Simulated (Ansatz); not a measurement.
**Bismuth (simple cubic) across density functionals**

All rows: Ansatz, plane waves with scalar-relativistic PAW, 420 eV (500 eV for the SCAN forms), relaxed under each functional, no dispersion correction, no zero-point motion. B₀ comes from uniform scaling at fixed shape; a dash is a value not given.

```csv
functional,V (Å³/atom),cell,B₀ (GPa),magnetic state,ΔE to A7 rhombohedral (meV/atom)
PBE,35.20,a = 3.277 Å,46,spin not included,47
r²SCAN,34.40,a = 3.252 Å,51,spin not included,73
LDA,32.63,a = 3.196 Å,57,spin not included,27
revPBE,35.96,a = 3.301 Å,43,spin not included,59
RPBE,36.22,a = 3.309 Å,42,spin not included,65
BLYP,37.88,a = 3.358 Å,38,spin not included,100
```

What does PBEsol give?

V (Å³/atom): 33.45; cell: a = 3.222 Å; B₀ (GPa): 53; magnetic state: spin not included; ΔE to A7 rhombohedral (meV/atom): 30.
